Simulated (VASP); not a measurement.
# Pd (Im-3m) in VASP: notebook

The runs below take Pd through single point, with PBE.

Program: VASP 6.6.1. These are calculated values, not measurements. Logs are shortened: lines on timing, memory, paths and dates and some standing lists are left out, and cuts for length are marked.

## 1. The structure

The structure is cubic, space group Im-3m (No. 229). Conventional cell: a = 3.145 Å, b = 3.145 Å, c = 3.145 Å, α = 90.00°, β = 90.00°, γ = 90.00°. Pd (site symmetry m-3m) has 8 Pd at 2.72 Å as nearest neighbours.

This isn't the form of Pd at room conditions, which is fcc.

## 2. Single point, PBE

Input file INCAR:

```
SYSTEM = Pd
PREC = Accurate ; ENCUT = 460
EDIFF = 1E-6 ; ISMEAR = 0
SIGMA = 0.02 ; LREAL = .FALSE.
LASPH = .TRUE. ; NELM = 100
ALGO = Normal ; ISIF = 2
LWAVE = .FALSE. ; LCHARG = .FALSE.
GGA = PE ; ADDGRID = .FALSE.
```

Input file KPOINTS:

```
Automatic mesh
0
G
  15 15 15
  0 0 0
```

Input file POSCAR:

```
Pd
1.0
   -1.5345420000      1.5703810000      1.5719130000
    1.5565800000     -1.5514420000      1.5750130000
    1.5718420000      1.5887420000     -1.5529740000
Pd
1
Direct
    0.0275280000      0.0634310000      0.0341390000
```

Potentials or basis: VASP PAW PBE potentials, release 64 (Pd).

Command:

```
$ cat potpaw_PBE.64/Pd/POTCAR > POTCAR
$ mpirun -np 1 vasp_std > vasp.out
```

OUTCAR:

```text
SYSTEM = Pd
   PREC = Accurate
   ENCUT = 460
   EDIFF = 1E-6
   ISMEAR = 0
   LREAL = .FALSE.
   LASPH = .TRUE.
   NELM = 100
   ISIF = 2
   GGA = PE

 Found   1688 irreducible k-points:

 Following reciprocal coordinates:
            Coordinates               Weight
  0.000000  0.000000  0.000000      1.000000
  0.066667  0.000000  0.000000      2.000000
  0.133333  0.000000  0.000000      2.000000
  0.200000  0.000000  0.000000      2.000000
  0.266667  0.000000  0.000000      2.000000
  0.333333  0.000000  0.000000      2.000000
   k-points           NKPTS =   1688   k-points in BZ     NKDIM =   1688   number of bands    NBANDS=      9
   number of dos      NEDOS =    301   number of ions     NIONS =      1
   total plane-waves  NPLWV =   8000
   dimension x,y,z NGX =    20 NGY =   20 NGZ =   20
   dimension x,y,z NGXF=    40 NGYF=   40 NGZF=   40
   ions per type =               1
   NGX,Y,Z   is equivalent  to a cutoff of  12.31, 12.30, 12.22 a.u.
   NGXF,Y,Z  is equivalent  to a cutoff of  24.63, 24.59, 24.43 a.u.
 SYSTEM =  Pd
   PREC   = accura    normal or accurate (medium, high low for compatibility)
   ISTART =      0    job   : 0-new  1-cont  2-samecut
   ICHARG =      2    charge: 1-file 2-atom 10-const
   ISPIN  =      1    spin polarized calculation?
   LNONCOLLINEAR =      F non collinear calculations
   LSORBIT =      F    spin-orbit coupling
   LASPH  =      T    aspherical Exc in radial PAW
   ENCUT  =  460.0 eV  33.81 Ry    5.81 a.u.   4.72  4.73  4.76*2*pi/ulx,y,z
   NELM   =    100;   NELMIN=  2; NELMDL= -5     # of ELM steps
   EDIFF  = 0.1E-05   stopping-criterion for ELM
   LREAL  =      F    real-space projection
   EDIFFG = 0.1E-04   stopping-criterion for IOM
   NSW    =      0    number of steps for IOM
   IBRION =     -1    ionic relax: 0-MD 1-quasi-New 2-CG
   NFREE  =      0    steps in history (QN), initial steepest desc. (CG)
   ISIF   =      2    stress and relaxation
   ISYM   =      2    0-nonsym 1-usesym 2-fastsym
   POTIM  = 0.5000    time-step for ionic-motion
   TEBEG  =    0.0;   TEEND  =   0.0 temperature during run
   PSTRESS=    0.0 pullay stress
   NELECT =      10.0000    total number of electrons
   NUPDOWN=      -1.0000    fix difference up-down
   EMIN   =  10.00;   EMAX   =-10.00  energy-range for DOS
   EFERMI =   0.00;   METHOD = LEGACY
   ISMEAR =     0;   SIGMA  =   0.02  broadening in eV -4-tet -1-fermi 0-gaus
   EFERMI_NEDOS =   21; number of points for ismear=-14 and -15
   IALGO  =     38    algorithm
   IMIX   =      4    mixing-type and parameters
     AMIX     =   0.40;   BMIX     =  1.00
     AMIX_MAG =   1.60;   BMIX_MAG =  1.00
  volume/ion in A,a.u.               =      15.55       104.92
  Fermi-wavevector in a.u.,A,eV,Ry     =   1.413160  2.670485 27.171118  1.997021
  Thomas-Fermi vector in A             =   2.534834
   LORBIT       =      0    0 simple, 1 ext, 2 COOP (PROOUT), +10 PAW based schemes
   GGA     = PE    functional components
   LHFCALC =     F    Hartree Fock is set to
   AEXX    =    0.0000 exact exchange contribution
   IVDW    =     0    specifies the selected vdW correction
   LEPSILON=     F    determine dielectric tensor
   LRPA    =     F    only Hartree local field effects (RPA)
 non-spin polarized calculation
 Gauss-broadening in eV      SIGMA  =   0.02
  energy-cutoff  :      460.00
  volume of cell :       15.55
 maximum number of plane-waves:       370
   NGX =  9   NGY =  9   NGZ =  9

 number of electron      10.0000000 magnetization

 Free energy of the ion-electron system (eV)
  ---------------------------------------------------
  ext. energy  EPLUGINS =         0.00000000
  ---------------------------------------------------
  free energy    TOTEN  =        -5.17134782 eV

  energy without entropy =       -5.17101317  energy(sigma->0) =       -5.17118049

 E-fermi :   8.8991     XC(G=0): -12.8538

 val. band max:        8.8987815307   @ k =   0.2667  -0.1333   0.4667
 cond. band min:       8.8996825687   @ k =   0.2000  -0.0667   0.2000
 fundamental gap:      0.0009010379
 Fermi energy:         8.8990618762

 k-point     1 :       0.0000    0.0000    0.0000
  band No.  band energies     occupation
      1       2.1896      2.00000
      2       6.0356      2.00000
      3       6.1290      2.00000
      4       6.3812      2.00000
      5       8.0062      2.00000
      6       8.0695      2.00000
      7      27.9472      0.00000
      8      28.0928      0.00000
      9      28.5294      0.00000

 k-point     2 :       0.0667    0.0000    0.0000
  band No.  band energies     occupation
      1       2.3495      2.00000
      2       6.0477      2.00000
      3       6.1024      2.00000
      4       6.4561      2.00000
      5       7.9509      2.00000
      6       8.0717      2.00000
      7      27.8628      0.00000
      8      28.1008      0.00000
      9      28.6535      0.00000

 k-point     3 :       0.1333    0.0000    0.0000
  band No.  band energies     occupation
      1       2.8038      2.00000
      2       5.9349      2.00000
      3       6.1244      2.00000
      4       6.7291      2.00000
      5       7.8288      2.00000
      6       8.0824      2.00000
      7      27.1563      0.00000
      8      28.0136      0.00000
      9      29.0818      0.00000

 k-point     4 :       0.2000    0.0000    0.0000
  band No.  band energies     occupation
      1       3.4457      2.00000
      2       5.7418      2.00000
      3       6.1959      2.00000
      4       7.2053      2.00000
      5       7.7399      2.00000
      6       8.1060      2.00000
      7      25.4525      0.00000
      8      27.3636      0.00000
      9      29.8235      0.00000

 k-point     5 :       0.2667    0.0000    0.0000
  band No.  band energies     occupation
      1       3.9922      2.00000
      2       5.5250      2.00000
      3       6.5646      2.00000
      4       7.7410      2.00000
      5       7.8227      2.00000
      6       8.1437      2.00000
      7      23.0707      0.00000
      8      26.3210      0.00000
      9      30.5359      0.00000

 k-point     6 :       0.3333    0.0000    0.0000
  band No.  band energies     occupation
      1       4.1583      2.00000
      2       5.3246      2.00000
      3       7.4918      2.00000
      4       7.8623      2.00000
      5       8.1893      2.00000
      6       8.4743      2.00000
      7      20.5280      0.00000
      8      25.3046      0.00000
      9      28.7338      0.00000

 [... further k-points ...]

------------------------ aborting loop because EDIFF is reached ----------------------------------------

  FORCE on cell =-STRESS in cart. coord.  units (eV):
  Direction    XX          YY          ZZ          XY          YZ          ZX
  --------------------------------------------------------------------------------------
  -------------------------------------------------------------------------------------
  Total       -0.1385874     -0.1133042     -0.1254754     -0.1985002     -0.0811383     -0.1011626
  in kB      -14.2818283    -11.6763173    -12.9305937    -20.4560101     -8.3615333    -10.4250930
  external PRESSURE =     -12.9629131 kB  Pullay stress =       0.0000000 kB

 VOLUME and BASIS-vectors are now :
 -----------------------------------------------------------------------------
  energy-cutoff  :      460.00
  volume of cell :       15.55
      direct lattice vectors                 reciprocal lattice vectors
    -1.534542000  1.570381000  1.571913000    -0.005977961  0.314720194  0.315918219
     1.556580000 -1.551442000  1.575013000     0.317494029 -0.005640589  0.315580949
     1.571842000  1.588742000 -1.552974000     0.315948875  0.312837667 -0.004095334

 POSITION                                       TOTAL-FORCE (eV/Angst)
 -----------------------------------------------------------------------------------
      0.11015     -0.00094      0.09016         0.000000      0.000000      0.000000
 -----------------------------------------------------------------------------------
    total drift:                                0.000001      0.000007      0.000004

  FREE ENERGIE OF THE ION-ELECTRON SYSTEM (eV)
  ---------------------------------------------------
  free  energy   TOTEN  =        -5.1713478192 eV

  energy  without entropy=       -5.1710131659  energy(sigma->0) =       -5.17118049
```

Run time: 2.5 min. Hardware: 1 thread of Intel Xeon Platinum 8375C at 2.90GHz (Ice Lake), shared host; peak memory 0.32 GiB.

The run converged, but some of its settings lie outside the range that counts as converged, so its numbers aren't taken as properties of the crystal.

What came out:

```yaml
Free_energy: -5.1713 eV
Pressure: -1.3 GPa
Band_gap_on_the_k_mesh: none (metal or under the smearing width)
```

## 3. Single point, PBE

Input file INCAR:

```
SYSTEM = Pd
PREC = Accurate ; ENCUT = 460
EDIFF = 1E-6 ; ISMEAR = -5
SIGMA = 0.1 ; LREAL = .FALSE.
LASPH = .TRUE. ; NELM = 100
ALGO = Normal ; ISIF = 2
LWAVE = .FALSE. ; LCHARG = .FALSE.
GGA = PE ; ADDGRID = .FALSE.
```

KPOINTS is that of step 2.

Input file POSCAR:

```
Pd
1.0
   -1.5722810000      1.5722810000      1.5722810000
    1.5722810000     -1.5722810000      1.5722810000
    1.5722810000      1.5722810000     -1.5722810000
Pd
1
Direct
    0.0000000000      0.0000000000      0.0000000000
```

Potentials or basis: VASP PAW PBE potentials, release 64 (Pd).

Command:

```
$ cat potpaw_PBE.64/Pd/POTCAR > POTCAR
$ mpirun -np 1 vasp_std > vasp.out
```

It took 23 s on 1 thread of Intel Xeon Platinum 8375C at 2.90GHz (Ice Lake), shared host; peak memory 0.14 GiB.

These settings aren't checked as converged: the numbers below hold their error.

What came out:

```
Free energy            : -5.1728 eV
Pressure               : -1.3 GPa
Band gap on the k mesh : none (metal or under the smearing width)
```

Caveat: tetrahedron occupations give inexact forces and stress in metals.

## 4. Single point, PBE

INCAR is that of step 3.

KPOINTS is that of step 3.

Input file POSCAR:

```
Pd
1.0
   -1.5345420000      1.5703810000      1.5719130000
    1.5565800000     -1.5514420000      1.5750130000
    1.5718420000      1.5887420000     -1.5529740000
Pd
1
Direct
    0.0275280000      0.0634310000      0.0341390000
```

Potentials or basis: VASP PAW PBE potentials, release 64 (Pd).

Command:

```
$ cat potpaw_PBE.64/Pd/POTCAR > POTCAR
$ mpirun -np 1 vasp_std > vasp.out
```

OUTCAR:

```text
SYSTEM = Pd
   PREC = Accurate
   ENCUT = 460
   EDIFF = 1E-6
   ISMEAR = -5
   LREAL = .FALSE.
   LASPH = .TRUE.
   NELM = 100
   ISIF = 2
   GGA = PE

 Found   1688 irreducible k-points:

 Following reciprocal coordinates:
            Coordinates               Weight
  0.000000  0.000000  0.000000      1.000000
  0.066667  0.000000  0.000000      2.000000
  0.133333  0.000000  0.000000      2.000000
  0.200000  0.000000  0.000000      2.000000
  0.266667  0.000000  0.000000      2.000000
  0.333333  0.000000  0.000000      2.000000
[... 148 lines left out ...]
------------------------ aborting loop because EDIFF is reached ----------------------------------------

  FORCE on cell =-STRESS in cart. coord.  units (eV):
  Direction    XX          YY          ZZ          XY          YZ          ZX
  --------------------------------------------------------------------------------------
  -------------------------------------------------------------------------------------
  Total       -0.1201117     -0.1032478     -0.1033595     -0.1876802     -0.0803211     -0.0934906
  in kB      -12.3778530    -10.6399814    -10.6514909    -19.3409736     -8.2773181     -9.6344698
  external PRESSURE =     -11.2231084 kB  Pullay stress =       0.0000000 kB

 VOLUME and BASIS-vectors are now :
 -----------------------------------------------------------------------------
  energy-cutoff  :      460.00
  volume of cell :       15.55
      direct lattice vectors                 reciprocal lattice vectors
    -1.534542000  1.570381000  1.571913000    -0.005977961  0.314720194  0.315918219
     1.556580000 -1.551442000  1.575013000     0.317494029 -0.005640589  0.315580949
     1.571842000  1.588742000 -1.552974000     0.315948875  0.312837667 -0.004095334

 POSITION                                       TOTAL-FORCE (eV/Angst)
 -----------------------------------------------------------------------------------
      0.11015     -0.00094      0.09016         0.000000      0.000000      0.000000
 -----------------------------------------------------------------------------------
    total drift:                                0.000001      0.000007      0.000004

  FREE ENERGIE OF THE ION-ELECTRON SYSTEM (eV)
  ---------------------------------------------------
  free  energy   TOTEN  =        -5.1693683875 eV

  energy  without entropy=       -5.1693683875  energy(sigma->0) =       -5.16936839
```

OSZICAR:

```text
N       E                     dE             d eps       ncg     rms          rms(c)
DAV:   1     0.349098341495E+02    0.34910E+02   -0.48976E+03 30704   0.932E+02
DAV:   2    -0.507525671730E+01   -0.39985E+02   -0.39203E+02 32034   0.182E+02
DAV:   3    -0.541768801559E+01   -0.34243E+00   -0.34203E+00 34160   0.196E+01
DAV:   4    -0.541951882911E+01   -0.18308E-02   -0.18313E-02 32932   0.138E+00
DAV:   5    -0.541954412553E+01   -0.25296E-04   -0.25314E-04 34244   0.147E-01    0.657E+00
DAV:   6    -0.518010846948E+01    0.23944E+00   -0.11529E+00 31051   0.988E+00    0.324E+00
DAV:   7    -0.517232557663E+01    0.77829E-02   -0.55334E-03 33088   0.686E-01    0.176E+00
DAV:   8    -0.516937329176E+01    0.29523E-02   -0.98051E-04 32562   0.274E-01    0.455E-02
DAV:   9    -0.516936573483E+01    0.75569E-05   -0.13894E-05 34435   0.380E-02    0.119E-02
DAV:  10    -0.516936866481E+01   -0.29300E-05   -0.20616E-06 32746   0.152E-02    0.510E-03
DAV:  11    -0.516936838754E+01    0.27727E-06   -0.73370E-08 16015   0.340E-03
   1 F= -.51693684E+01 E0= -.51693684E+01  d E =0.000000E+00
```

Run time: 2.6 min. Hardware: 1 thread of Intel Xeon Platinum 8375C at 2.90GHz (Ice Lake), shared host; peak memory 0.34 GiB.

These settings aren't checked as converged: the numbers below hold their error.

Results:

- Free energy: -5.1694 eV
- Pressure: -1.1 GPa
- Band gap on the k mesh: none (metal or under the smearing width)

Caveat: tetrahedron occupations give inexact forces and stress in metals.

## 5. Single point, PBE

INCAR: that of step 4 with these lines changed.

```diff
@@ -2,3 +2,3 @@
 PREC = Accurate ; ENCUT = 460
-EDIFF = 1E-6 ; ISMEAR = -5
+EDIFF = 1E-6 ; ISMEAR = 1
 SIGMA = 0.1 ; LREAL = .FALSE.
```

KPOINTS is that of step 4.

Input file POSCAR:

```
Pd
1.0
   -1.5722810000      1.5722810000      1.5722810000
    1.5722810000     -1.5722810000      1.5722810000
    1.5722810000      1.5722810000     -1.5722810000
Pd
1
Direct
    0.0000000000      0.0000000000      0.0000000000
```

Command:

```
$ cat potpaw_PBE.64/Pd/POTCAR > POTCAR
$ mpirun -np 1 vasp_std > vasp.out
```

Run time: 19 s. Hardware: 1 thread of Intel Xeon Platinum 8375C at 2.90GHz (Ice Lake), shared host; peak memory 0.13 GiB.

The run converged, but some of its settings lie outside the range that counts as converged, so its numbers aren't taken as properties of the crystal.

What came out:

* Free energy: -5.1752 eV
* Pressure: -1.4 GPa
* Band gap on the k mesh: none (metal or under the smearing width)

## 6. Single point, PBE

INCAR is that of step 5.

KPOINTS is that of step 5.

Input file POSCAR:

```
Pd
1.0
   -1.5345420000      1.5703810000      1.5719130000
    1.5565800000     -1.5514420000      1.5750130000
    1.5718420000      1.5887420000     -1.5529740000
Pd
1
Direct
    0.0275280000      0.0634310000      0.0341390000
```

Potentials or basis: VASP PAW PBE potentials, release 64 (Pd).

Command:

```
$ cat potpaw_PBE.64/Pd/POTCAR > POTCAR
$ mpirun -np 1 vasp_std > vasp.out
```

Run time: 2.7 min. Hardware: 1 thread of Intel Xeon Platinum 8375C at 2.90GHz (Ice Lake), shared host; peak memory 0.32 GiB.

These settings aren't checked as converged: the numbers below hold their error.

Results:

```yaml
Free_energy: -5.1714 eV
Pressure: -1.3 GPa
Band_gap_on_the_k_mesh: none (metal or under the smearing width)
```

## 7. The reference run

An earlier run on the cell as given: functional PBEsol; potentials or basis VASP PAW PBE potentials, release 64 (Pd); cutoff 520 eV; k mesh 12 × 12 × 12; occupations fermi-dirac, width 0.05 eV; no spin polarisation.

- Pressure: -10.3 GPa
- Band gap on the k mesh: none (metal or under the smearing width)
